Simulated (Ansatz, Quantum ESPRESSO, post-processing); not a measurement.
# Band offsets of the AlP/GaP(110) superlattice, 5 + 5 layers, a = 5.4 Å, part 6 of 7

Aim: valence and conduction offsets of the AlP/GaP(110) superlattice, 5 + 5 layers, a = 5.4 Å from the line-up of mean potentials.

Quantum ESPRESSO 7.5; plane-wave DFT, LDA, GBRV ultrasoft pseudopotentials; cross-check by Ansatz 0.2.0 with PAW datasets.

So far. Step 3 (SCF with pw.x of bulk AlP): The run needed 8 iterations to bring the estimated error under 1e-07 Ry. Step 11 (SCF with pw.x of the superlattice): The run needed 22 iterations to bring the estimated error under 1e-07 Ry; the largest force on any atom, held or free, is 0.08 eV/Å.

## 14. Projected density of states

Projections on atomic orbitals tell which layers and orbitals hold the states near the zero of energy.

pdos.in

```
&projwfc
  prefix = 'ab'
  outdir = './out'
  filpdos = 'pdos'
  Emin = 4.242
  Emax = 11.242
  DeltaE = 0.05
  ngauss = 0
  degauss = 0.006
/
```

Command:

```
> OMP_NUM_THREADS=1 mpirun -n 4 projwfc.x -in pdos.in > pdos.out
```

Numbers of over 12 decimals in the logs are rounded to 6 here.

The log of the run:

```text
[banner, memory and clock lines left out]
Program PROJWFC v.7.5 starts

          URL

     ./out/ab.save/

     IMPORTANT: XC functional enforced from input :
     Exchange-correlation= PZ
                           (   1   1   0   0   0   0   0)
     Any further DFT definition will be discarded
     Please, verify this is what you really want

     Gaussian broadening (read from input): ngauss,degauss=   0    0.006000

     Calling projwave ....
     one sub-group per band group will be used

     linear algebra parallelized on   4 procs

  Problem Sizes
  natomwfc =          120
  nx       =           60
  nbnd     =           96
  nkstot   =           20
  npwx     =         2869
  nkb      =          315

     Atomic states used for projection
     (read from pseudopotential files):

     state #   1: atom   1 (Al ), wfc  1 (l=0 m= 1)
     state #   2: atom   1 (Al ), wfc  2 (l=1 m= 1)
     state #   3: atom   1 (Al ), wfc  2 (l=1 m= 2)
     state #   4: atom   1 (Al ), wfc  2 (l=1 m= 3)
     state #   5: atom   2 (P  ), wfc  1 (l=0 m= 1)
     state #   6: atom   2 (P  ), wfc  2 (l=1 m= 1)
     state #   7: atom   2 (P  ), wfc  2 (l=1 m= 2)
     state #   8: atom   2 (P  ), wfc  2 (l=1 m= 3)
     state #   9: atom   3 (Al ), wfc  1 (l=0 m= 1)
     state #  10: atom   3 (Al ), wfc  2 (l=1 m= 1)
     state #  11: atom   3 (Al ), wfc  2 (l=1 m= 2)
     state #  12: atom   3 (Al ), wfc  2 (l=1 m= 3)
     state #  13: atom   4 (P  ), wfc  1 (l=0 m= 1)
     state #  14: atom   4 (P  ), wfc  2 (l=1 m= 1)
     state #  15: atom   4 (P  ), wfc  2 (l=1 m= 2)
     state #  16: atom   4 (P  ), wfc  2 (l=1 m= 3)
     state #  17: atom   5 (Al ), wfc  1 (l=0 m= 1)
     state #  18: atom   5 (Al ), wfc  2 (l=1 m= 1)
     state #  19: atom   5 (Al ), wfc  2 (l=1 m= 2)
     state #  20: atom   5 (Al ), wfc  2 (l=1 m= 3)
     state #  21: atom   6 (P  ), wfc  1 (l=0 m= 1)
     state #  22: atom   6 (P  ), wfc  2 (l=1 m= 1)
     state #  23: atom   6 (P  ), wfc  2 (l=1 m= 2)
     state #  24: atom   6 (P  ), wfc  2 (l=1 m= 3)
     state #  25: atom   7 (Al ), wfc  1 (l=0 m= 1)
     state #  26: atom   7 (Al ), wfc  2 (l=1 m= 1)
     state #  27: atom   7 (Al ), wfc  2 (l=1 m= 2)
     state #  28: atom   7 (Al ), wfc  2 (l=1 m= 3)
     state #  29: atom   8 (P  ), wfc  1 (l=0 m= 1)
     state #  30: atom   8 (P  ), wfc  2 (l=1 m= 1)
     state #  31: atom   8 (P  ), wfc  2 (l=1 m= 2)
     state #  32: atom   8 (P  ), wfc  2 (l=1 m= 3)
     state #  33: atom   9 (Al ), wfc  1 (l=0 m= 1)
     state #  34: atom   9 (Al ), wfc  2 (l=1 m= 1)
     state #  35: atom   9 (Al ), wfc  2 (l=1 m= 2)
     state #  36: atom   9 (Al ), wfc  2 (l=1 m= 3)
     state #  37: atom  10 (P  ), wfc  1 (l=0 m= 1)
     state #  38: atom  10 (P  ), wfc  2 (l=1 m= 1)
     state #  39: atom  10 (P  ), wfc  2 (l=1 m= 2)
     state #  40: atom  10 (P  ), wfc  2 (l=1 m= 3)
     state #  41: atom  11 (Ga ), wfc  1 (l=1 m= 1)
     state #  42: atom  11 (Ga ), wfc  1 (l=1 m= 2)
     state #  43: atom  11 (Ga ), wfc  1 (l=1 m= 3)
     state #  44: atom  11 (Ga ), wfc  2 (l=2 m= 1)
     state #  45: atom  11 (Ga ), wfc  2 (l=2 m= 2)
     state #  46: atom  11 (Ga ), wfc  2 (l=2 m= 3)
     state #  47: atom  11 (Ga ), wfc  2 (l=2 m= 4)
     state #  48: atom  11 (Ga ), wfc  2 (l=2 m= 5)
     state #  49: atom  11 (Ga ), wfc  3 (l=0 m= 1)
     state #  50: atom  11 (Ga ), wfc  4 (l=1 m= 1)
     state #  51: atom  11 (Ga ), wfc  4 (l=1 m= 2)
     state #  52: atom  11 (Ga ), wfc  4 (l=1 m= 3)
     state #  53: atom  12 (P  ), wfc  1 (l=0 m= 1)
     state #  54: atom  12 (P  ), wfc  2 (l=1 m= 1)
     state #  55: atom  12 (P  ), wfc  2 (l=1 m= 2)
     state #  56: atom  12 (P  ), wfc  2 (l=1 m= 3)
     state #  57: atom  13 (Ga ), wfc  1 (l=1 m= 1)
     state #  58: atom  13 (Ga ), wfc  1 (l=1 m= 2)
     state #  59: atom  13 (Ga ), wfc  1 (l=1 m= 3)
     state #  60: atom  13 (Ga ), wfc  2 (l=2 m= 1)
     state #  61: atom  13 (Ga ), wfc  2 (l=2 m= 2)
     state #  62: atom  13 (Ga ), wfc  2 (l=2 m= 3)
     state #  63: atom  13 (Ga ), wfc  2 (l=2 m= 4)
     state #  64: atom  13 (Ga ), wfc  2 (l=2 m= 5)
     state #  65: atom  13 (Ga ), wfc  3 (l=0 m= 1)
     state #  66: atom  13 (Ga ), wfc  4 (l=1 m= 1)
     state #  67: atom  13 (Ga ), wfc  4 (l=1 m= 2)
     state #  68: atom  13 (Ga ), wfc  4 (l=1 m= 3)
     state #  69: atom  14 (P  ), wfc  1 (l=0 m= 1)
     state #  70: atom  14 (P  ), wfc  2 (l=1 m= 1)
     state #  71: atom  14 (P  ), wfc  2 (l=1 m= 2)
     state #  72: atom  14 (P  ), wfc  2 (l=1 m= 3)
     state #  73: atom  15 (Ga ), wfc  1 (l=1 m= 1)
     state #  74: atom  15 (Ga ), wfc  1 (l=1 m= 2)
     state #  75: atom  15 (Ga ), wfc  1 (l=1 m= 3)
     state #  76: atom  15 (Ga ), wfc  2 (l=2 m= 1)
     state #  77: atom  15 (Ga ), wfc  2 (l=2 m= 2)
     state #  78: atom  15 (Ga ), wfc  2 (l=2 m= 3)
     state #  79: atom  15 (Ga ), wfc  2 (l=2 m= 4)
     state #  80: atom  15 (Ga ), wfc  2 (l=2 m= 5)
     state #  81: atom  15 (Ga ), wfc  3 (l=0 m= 1)
     state #  82: atom  15 (Ga ), wfc  4 (l=1 m= 1)
     state #  83: atom  15 (Ga ), wfc  4 (l=1 m= 2)
     state #  84: atom  15 (Ga ), wfc  4 (l=1 m= 3)
     state #  85: atom  16 (P  ), wfc  1 (l=0 m= 1)
     state #  86: atom  16 (P  ), wfc  2 (l=1 m= 1)
     state #  87: atom  16 (P  ), wfc  2 (l=1 m= 2)
     state #  88: atom  16 (P  ), wfc  2 (l=1 m= 3)
     state #  89: atom  17 (Ga ), wfc  1 (l=1 m= 1)
     state #  90: atom  17 (Ga ), wfc  1 (l=1 m= 2)
     state #  91: atom  17 (Ga ), wfc  1 (l=1 m= 3)
     state #  92: atom  17 (Ga ), wfc  2 (l=2 m= 1)
     state #  93: atom  17 (Ga ), wfc  2 (l=2 m= 2)
     state #  94: atom  17 (Ga ), wfc  2 (l=2 m= 3)
     state #  95: atom  17 (Ga ), wfc  2 (l=2 m= 4)
     state #  96: atom  17 (Ga ), wfc  2 (l=2 m= 5)
     state #  97: atom  17 (Ga ), wfc  3 (l=0 m= 1)
     state #  98: atom  17 (Ga ), wfc  4 (l=1 m= 1)
     state #  99: atom  17 (Ga ), wfc  4 (l=1 m= 2)
     state # 100: atom  17 (Ga ), wfc  4 (l=1 m= 3)
     state # 101: atom  18 (P  ), wfc  1 (l=0 m= 1)
     state # 102: atom  18 (P  ), wfc  2 (l=1 m= 1)
     state # 103: atom  18 (P  ), wfc  2 (l=1 m= 2)
     state # 104: atom  18 (P  ), wfc  2 (l=1 m= 3)
     state # 105: atom  19 (Ga ), wfc  1 (l=1 m= 1)
     state # 106: atom  19 (Ga ), wfc  1 (l=1 m= 2)
     state # 107: atom  19 (Ga ), wfc  1 (l=1 m= 3)
     state # 108: atom  19 (Ga ), wfc  2 (l=2 m= 1)
     state # 109: atom  19 (Ga ), wfc  2 (l=2 m= 2)
     state # 110: atom  19 (Ga ), wfc  2 (l=2 m= 3)
     state # 111: atom  19 (Ga ), wfc  2 (l=2 m= 4)
     state # 112: atom  19 (Ga ), wfc  2 (l=2 m= 5)
     state # 113: atom  19 (Ga ), wfc  3 (l=0 m= 1)
     state # 114: atom  19 (Ga ), wfc  4 (l=1 m= 1)
     state # 115: atom  19 (Ga ), wfc  4 (l=1 m= 2)
     state # 116: atom  19 (Ga ), wfc  4 (l=1 m= 3)
     state # 117: atom  20 (P  ), wfc  1 (l=0 m= 1)
     state # 118: atom  20 (P  ), wfc  2 (l=1 m= 1)
     state # 119: atom  20 (P  ), wfc  2 (l=1 m= 2)
     state # 120: atom  20 (P  ), wfc  2 (l=1 m= 3)

[... projections of each state ...]
Lowdin Charges:

     Atom #   1: total charge =   2.6348, s =  0.8447,
     Atom #   1: total charge =   2.6348, p =  1.7900, pz=  0.5984, px=  0.5947, py=  0.5969,
     Atom #   1: total charge =   2.6348, d =  0.0000, dz2=  0.0000, dxz=  0.0000, dyz=  0.0000, dx2-y2=  0.0000, dxy=  0.0000,
     Atom #   2: total charge =   5.2523, s =  1.3546,
     Atom #   2: total charge =   5.2523, p =  3.8977, pz=  1.2693, px=  1.2970, py=  1.3314,
     Atom #   2: total charge =   5.2523, d =  0.0000, dz2=  0.0000, dxz=  0.0000, dyz=  0.0000, dx2-y2=  0.0000, dxy=  0.0000,
     Atom #   3: total charge =   2.6160, s =  0.8378,
     Atom #   3: total charge =   2.6160, p =  1.7782, pz=  0.5948, px=  0.5912, py=  0.5922,
     Atom #   3: total charge =   2.6160, d =  0.0000, dz2=  0.0000, dxz=  0.0000, dyz=  0.0000, dx2-y2=  0.0000, dxy=  0.0000,
     Atom #   4: total charge =   5.3340, s =  1.3436,
     Atom #   4: total charge =   5.3340, p =  3.9903, pz=  1.3331, px=  1.3285, py=  1.3287,
     Atom #   4: total charge =   5.3340, d =  0.0000, dz2=  0.0000, dxz=  0.0000, dyz=  0.0000, dx2-y2=  0.0000, dxy=  0.0000,
     Atom #   5: total charge =   2.6125, s =  0.8363,
     Atom #   5: total charge =   2.6125, p =  1.7762, pz=  0.5937, px=  0.5902, py=  0.5923,
     Atom #   5: total charge =   2.6125, d =  0.0000, dz2=  0.0000, dxz=  0.0000, dyz=  0.0000, dx2-y2=  0.0000, dxy=  0.0000,
     Atom #   6: total charge =   5.3323, s =  1.3436,
     Atom #   6: total charge =   5.3323, p =  3.9888, pz=  1.3329, px=  1.3275, py=  1.3284,
     Atom #   6: total charge =   5.3323, d =  0.0000, dz2=  0.0000, dxz=  0.0000, dyz=  0.0000, dx2-y2=  0.0000, dxy=  0.0000,
     Atom #   7: total charge =   2.6161, s =  0.8378,
     Atom #   7: total charge =   2.6161, p =  1.7783, pz=  0.5948, px=  0.5912, py=  0.5922,
     Atom #   7: total charge =   2.6161, d =  0.0000, dz2=  0.0000, dxz=  0.0000, dyz=  0.0000, dx2-y2=  0.0000, dxy=  0.0000,
     Atom #   8: total charge =   5.3340, s =  1.3437,
     Atom #   8: total charge =   5.3340, p =  3.9904, pz=  1.3331, px=  1.3285, py=  1.3287,
     Atom #   8: total charge =   5.3340, d =  0.0000, dz2=  0.0000, dxz=  0.0000, dyz=  0.0000, dx2-y2=  0.0000, dxy=  0.0000,
     Atom #   9: total charge =   2.6348, s =  0.8447,
     Atom #   9: total charge =   2.6348, p =  1.7900, pz=  0.5984, px=  0.5947, py=  0.5969,
     Atom #   9: total charge =   2.6348, d =  0.0000, dz2=  0.0000, dxz=  0.0000, dyz=  0.0000, dx2-y2=  0.0000, dxy=  0.0000,
     Atom #  10: total charge =   5.2522, s =  1.3546,
     Atom #  10: total charge =   5.2522, p =  3.8976, pz=  1.2693, px=  1.2970, py=  1.3314,
     Atom #  10: total charge =   5.2522, d =  0.0000, dz2=  0.0000, dxz=  0.0000, dyz=  0.0000, dx2-y2=  0.0000, dxy=  0.0000,
     Atom #  11: total charge =  18.9258, s =  1.0055,
     Atom #  11: total charge =  18.9258, p =  7.9334, pz=  2.6452, px=  2.6426, py=  2.6457,
     Atom #  11: total charge =  18.9258, d =  9.9869, dz2=  1.9971, dxz=  1.9967, dyz=  1.9985, dx2-y2=  1.9980, dxy=  1.9967,
     Atom #  12: total charge =   5.0907, s =  1.3832,
     Atom #  12: total charge =   5.0907, p =  3.7075, pz=  1.2725, px=  1.2330, py=  1.2019,
     Atom #  12: total charge =   5.0907, d =  0.0000, dz2=  0.0000, dxz=  0.0000, dyz=  0.0000, dx2-y2=  0.0000, dxy=  0.0000,
     Atom #  13: total charge =  18.9435, s =  1.0115,
     Atom #  13: total charge =  18.9435, p =  7.9453, pz=  2.6497, px=  2.6463, py=  2.6493,
     Atom #  13: total charge =  18.9435, d =  9.9867, dz2=  1.9971, dxz=  1.9966, dyz=  1.9984, dx2-y2=  1.9979, dxy=  1.9966,
     Atom #  14: total charge =   5.0141, s =  1.4013,
     Atom #  14: total charge =   5.0141, p =  3.6128, pz=  1.2070, px=  1.2016, py=  1.2042,
     Atom #  14: total charge =   5.0141, d =  0.0000, dz2=  0.0000, dxz=  0.0000, dyz=  0.0000, dx2-y2=  0.0000, dxy=  0.0000,
     Atom #  15: total charge =  18.9470, s =  1.0131,
     Atom #  15: total charge =  18.9470, p =  7.9472, pz=  2.6508, px=  2.6471, py=  2.6493,
     Atom #  15: total charge =  18.9470, d =  9.9867, dz2=  1.9971, dxz=  1.9967, dyz=  1.9984, dx2-y2=  1.9979, dxy=  1.9966,
     Atom #  16: total charge =   5.0159, s =  1.4014,
     Atom #  16: total charge =   5.0159, p =  3.6145, pz=  1.2071, px=  1.2029, py=  1.2045,
     Atom #  16: total charge =   5.0159, d =  0.0000, dz2=  0.0000, dxz=  0.0000, dyz=  0.0000, dx2-y2=  0.0000, dxy=  0.0000,
     Atom #  17: total charge =  18.9434, s =  1.0115,
     Atom #  17: total charge =  18.9434, p =  7.9453, pz=  2.6497, px=  2.6463, py=  2.6493,
     Atom #  17: total charge =  18.9434, d =  9.9867, dz2=  1.9971, dxz=  1.9966, dyz=  1.9984, dx2-y2=  1.9979, dxy=  1.9966,
     Atom #  18: total charge =   5.0140, s =  1.4013,
     Atom #  18: total charge =   5.0140, p =  3.6127, pz=  1.2069, px=  1.2016, py=  1.2042,
     Atom #  18: total charge =   5.0140, d =  0.0000, dz2=  0.0000, dxz=  0.0000, dyz=  0.0000, dx2-y2=  0.0000, dxy=  0.0000,
     Atom #  19: total charge =  18.9259, s =  1.0055,
     Atom #  19: total charge =  18.9259, p =  7.9335, pz=  2.6452, px=  2.6426, py=  2.6457,
     Atom #  19: total charge =  18.9259, d =  9.9869, dz2=  1.9971, dxz=  1.9967, dyz=  1.9985, dx2-y2=  1.9980, dxy=  1.9967,
     Atom #  20: total charge =   5.0907, s =  1.3832,
     Atom #  20: total charge =   5.0907, p =  3.7075, pz=  1.2725, px=  1.2331, py=  1.2019,
     Atom #  20: total charge =   5.0907, d =  0.0000, dz2=  0.0000, dxz=  0.0000, dyz=  0.0000, dx2-y2=  0.0000, dxy=  0.0000,
     Spilling Parameter:   0.0029
```

Run time: 4.8 s. Hardware: 4 MPI ranks of Arm Neoverse V1, shared host; peak memory 0.32 GiB; 19 s of CPU time.

Numbers from this step:

```
spilling of the projection : 0.0029
```

Gaussian width 0.006 Ry; cut where the computed bands begin to run out. The density of states by energy, zero at the Fermi level; read off at these points:

| energy (eV) | density of states (states/eV a cell) |
| --- | --- |
| -3.00 | 15.2 |
| -2.85 | 13.1 |
| -2.70 | 14.6 |
| -2.65 | 14.9 |
| -2.55 | 10.8 |
| -2.40 | 20.2 |
| -2.25 | 13.1 |
| -2.10 | 10.3 |
| -1.95 | 9.62 |
| -1.80 | 15.7 |
| -1.65 | 10.1 |
| -1.50 | 9.01 |
| -1.35 | 6.82 |
| -1.20 | 3.41 |
| -1.05 | 4.13 |
| -0.90 | 2.79 |
| -0.75 | 1.25 |
| -0.60 | 0.364 |
| -0.45 | 0.0257 |
| -0.30 | 0 |
| -0.15 | 0 |
| 0.00 | 0 |
| 0.15 | 0 |
| 0.30 | 0 |
| 0.45 | 0.0127 |
| 0.60 | 0.405 |
| 0.75 | 1.44 |
| 0.90 | 1.52 |
| 1.05 | 2.81 |
| 1.20 | 3.78 |
| 1.35 | 3.68 |
| 1.50 | 9.35 |
| 1.65 | 6.66 |
| 1.80 | 6.87 |
| 1.95 | 11.3 |
| 2.10 | 16.3 |
| 2.15 | 17.5 |
| 2.25 | 13.5 |
| 2.40 | 13.6 |
| 2.50 | 15.8 |
| 2.55 | 14.4 |

Projected DOS an atom over height of the atomic layer and energy from the Fermi level. Columns are the atomic layers from the bottom up.

Ten even steps from '0' (0.00 states/eV) to '9' (0.93 states/eV), each cell a mean:
```
6666666666
5555577877
4434455555
3333333333
2222233333
1111111111
0111000000
0000000000
0000000000
0000000000
0000000000
0000000000
0000000000
0000011111
1111122222
3222334443
5555565556
6666666666
6666655555
9999998889
7777766666
6777666666
```
Columns: height of the atomic layer (Å) from 0 to 17.2; rows upwards: energy from the Fermi level (eV) from -3.00 to 2.55.

Löwdin valence electrons by atom:

| atom | Löwdin valence electrons (e) |
| --- | --- |
| Al1 | 2.6 |
| P2 | 5.3 |
| Al3 | 2.6 |
| P4 | 5.3 |
| Al5 | 2.6 |
| P6 | 5.3 |
| Al7 | 2.6 |
| P8 | 5.3 |
| Al9 | 2.6 |
| P10 | 5.3 |
| Ga11 | 18.9 |
| P12 | 5.1 |
| Ga13 | 18.9 |
| P14 | 5.0 |
| Ga15 | 18.9 |
| P16 | 5.0 |
| Ga17 | 18.9 |
| P18 | 5.0 |
| Ga19 | 18.9 |
| P20 | 5.1 |

The atomic orbitals miss 0.3 % of the occupied states; for empty states the projections can miss much more.

## 15. The line-up

Each edge is taken over its own crystal's mean potential and then placed on the mean potential of those layers in the superlattice:

| crystal | valence top − mean (eV) | conduction bottom − mean (eV) | mean in the superlattice (eV) |
| --- | --- | --- | --- |
| AlP | 4.134 | 5.513 | 2.104 |
| GaP | 4.780 | 6.171 | 1.985 |

Valence offset = (4.780 + 1.985) − (4.134 + 2.104) = 0.527 eV; conduction offset = 0.539 eV.

## 16. The same in Ansatz of bulk AlP

A second code with its own PAW datasets, on the same atoms.

Level of this step: plane-wave DFT, LDA, Ansatz PAW (Ansatz 0.2.0).

input.yaml

```yaml
crystal:
  lattice:
    - [5.4, 0.0, 0.0]
    - [0.0, 3.8183766184, 0.0]
    - [0.0, 0.0, 3.8183766184]
  atoms:
    - { symbol: Al, position: [0.0, 0.0, 0.0] }
    - { symbol: P, position: [0.25, 0.5, 0.0] }
    - { symbol: Al, position: [0.5, 0.5, 0.5] }
    - { symbol: P, position: [0.75, 0.0, 0.5] }
kpoints:
  mp_grid: { grid: [6, 8, 8] }
hamiltonian:
  xc: lda
scf:
  occupations: { method: fermi_dirac, width: 0.02 }
  convergence: { dr2_threshold: 1.0e-08 }
output:
  eigenvalues: true
checkpoint:
  write: az.a.run
  compress: false
  write_wavefunctions: false
```

Command:

```
> ansatz run input.yaml --threads 4 --pin off --max-ram 8192MiB --backend cpu --events-out ev --progress --plain --runs-dir out
```

The log of the run:

```text
[...]
Crystal: 4 atoms, lattice volume = 78.732 Å³
Basis set: ecut = 420 eV, 1523 PW (Γ)
Bands: 12, of which v1, the nominal top of the filled ones, is band 8 counted from 1 (7 counted from 0)
Symmetry: 16 space group operations
[...]
k-points: 60 of 384 (time reversal used)
[...]
SCF iter   1: F=—  HF=-2480.080853 eV  |F-HF|=—  |Δ(HF+E_count)|=         —  Δρ=4.30e-3  dr2=1.44e-2  ethr=1.77e-3  ⟨swp⟩=8.0  Hψ=5919  notcnv=0
[...]
SCF iter   6: F=-2480.076197 eV  HF=-2480.076197 eV  |F-HF|=1.11e-10  |Δ(HF+E_count)|=   2.53e-9  Δρ=4.15e-7  dr2=1.33e-10  ethr=6.25e-11  ⟨swp⟩=4.2  Hψ=2805  notcnv=0
SCF 1 converged in 6 iterations: F = -2480.076197 eV  dr2 = 1.33e-10
[...]
SCF converged after 6 iterations
Free energy (F): -2480.076197 eV
[...]
Internal energy: -2480.076197 eV  (E = F + TS)
E sigma→0 (E₀):  -2480.076197 eV
Fermi energy:    5.883064 eV
[...]
--- Band table (eV; the first three rows and the last of 60) ---
  k-point 0: bands = [... 4 lower, 3.0057, 5.1884, 5.1885, 5.1885, 6.5715, 7.5106, 8.5789, 9.7096]
  k-point 1: bands = [... 4 lower, 3.1047, 4.3613, 4.8954, 5.1619, 6.9656, 8.2762, 9.0801, 9.6945]
  k-point 2: bands = [... 4 lower, 2.9501, 3.3900, 4.1275, 5.0435, 7.4663, 9.4913, 9.8565, 10.1522]
  k-point 59: bands = [... 4 lower, 1.8546, 1.8546, 2.2304, 2.2304, 9.4118, 9.4118, 11.1900, 11.1900]
```

Run time: 1.6 s. Hardware: 4 threads; peak memory 0.37 GiB.

Read from the output:

- free energy: -2480.0762 eV
- Fermi energy: 5.883 eV
- gap by band count: 1.383 eV
- symmetry operations: 16

## 17. The same in Ansatz of bulk GaP

input.yaml, the sections that differ from step 16:

```yaml
crystal:
  lattice:
    - [5.4, 0.0, 0.0]
    - [0.0, 3.8183766184, 0.0]
    - [0.0, 0.0, 3.8183766184]
  atoms:
    - { symbol: Ga, position: [0.0, 0.0, 0.0] }
    - { symbol: P, position: [0.25, 0.5, 0.0] }
    - { symbol: Ga, position: [0.5, 0.5, 0.5] }
    - { symbol: P, position: [0.75, 0.0, 0.5] }
checkpoint:
  write: az.b.run
  compress: false
  write_wavefunctions: false
# kpoints, hamiltonian, scf, output: as in step 16
```

The log of the run:

```text
[...]
Crystal: 4 atoms, lattice volume = 78.732 Å³
Basis set: ecut = 420 eV, 1523 PW (Γ)
Bands: 22, of which v1, the nominal top of the filled ones, is band 18 counted from 1 (17 counted from 0)
Symmetry: 16 space group operations
[...]
k-points: 60 of 384 (time reversal used)
[...]
SCF iter   1: F=—  HF=-8867.547538 eV  |F-HF|=—  |Δ(HF+E_count)|=         —  Δρ=6.63e-3  dr2=3.29e-2  ethr=1.77e-3  ⟨swp⟩=6.9  Hψ=6837  notcnv=0
[...]
SCF iter   7: F=-8867.534396 eV  HF=-8867.534396 eV  |F-HF|=6.28e-9  |Δ(HF+E_count)|=   1.00e-7  Δρ=2.95e-6  dr2=6.02e-9  ethr=2.78e-11  ⟨swp⟩=3.2  Hψ=5389  notcnv=0
SCF 1 converged in 7 iterations: F = -8867.534396 eV  dr2 = 6.02e-9
[...]
SCF converged after 7 iterations
Free energy (F): -8867.534396 eV
[...]
Internal energy: -8867.534396 eV  (E = F + TS)
E sigma→0 (E₀):  -8867.534396 eV
Fermi energy:    7.896747 eV
[...]
--- Band table (eV; the first three rows and the last of 60) ---
  k-point 0: bands = [... 14 lower, 4.3904, 7.1973, 7.1976, 7.1976, 8.6391, 8.8493, 9.0384, 10.9769]
  k-point 1: bands = [... 14 lower, 4.5052, 6.0323, 6.7746, 7.1343, 8.8530, 9.7243, 9.8082, 11.0390]
  k-point 2: bands = [... 14 lower, 4.3524, 4.8362, 5.7629, 6.9147, 9.2121, 10.2135, 11.3981, 11.4961]
  k-point 59: bands = [... 14 lower, 3.4434, 3.4434, 3.5870, 3.5870, 11.7950, 11.7950, 12.0809, 12.0809]
```

Wall time 2.6 s (4 threads); peak memory 0.36 GiB.

Numbers from this step:

| Quantity | Value |
| --- | --- |
| free energy | -8867.5344 eV |
| Fermi energy | 7.897 eV |
| gap by band count | 1.394 eV |

## 18. Offsets by Ansatz's align-bands

Level of this step: band offsets by ansatz align-bands; plane-wave DFT, LDA, Ansatz PAW (Ansatz 0.2.0).

align.yaml

```yaml
offset:
  left:
    bulk: { run: az.a.run }
    window: [1.909188309204, 5.727564927611]
    period: 3.818376618407
  right:
    bulk: { run: az.b.run }
    window: [11.45512985522, 15.27350647363]
    period: 3.818376618407
  interface: { run: relax.run, axis: 3 }
```

Command:

```
> ansatz align-bands align.yaml -- --threads 4 --pin off
```

The log of the run:

```text
valence offset +0.542 eV, conduction offset +0.550 eV (right less left)
  left: levels by lda on the potential of lda; from 1.91 to 5.73 Å its average varies by 0.0029 eV and climbs by +0.0000; the bulk's density to 0.00 %
  right: levels by lda on the potential of lda; from 11.46 to 15.27 Å its average varies by 0.0012 eV and climbs by -0.0000; the bulk's density to 0.00 %
  line-up -0.1990 eV
```

Wall time 17 s (4 threads).

This step gave:

```
valence offset                                          : 0.5416 eV
conduction offset                                       : 0.5498 eV
step of the mean potential                              : -0.1990 eV
first crystal's valence top on the superlattice's zero  : 5.920 eV
first crystal's conduction bottom on that zero          : 7.303 eV
second crystal's valence top on the superlattice's zero : 6.462 eV
second crystal's conduction bottom on that zero         : 7.853 eV
```

The step of the mean potential differs from pw.x's, since each set of potentials has its own local parts; only the offsets compare.

[end of part 6 of 7]

[Logs are printed without paths, hosts, clocks, repeated set-up lines and the standing remarks that a program may print on its own settings, such as how far it seeks lower states.]

[Hosts, paths, dates, database ids (printed as entryN), source tags and the programs' standing remarks are cut or masked in the printed files.]

[Maps of the electrostatic potential energy from Ansatz leave out the sawtooth potential of an applied field or a dipole correction, so their vacuum need not be flat; planar profiles and work functions include it.]
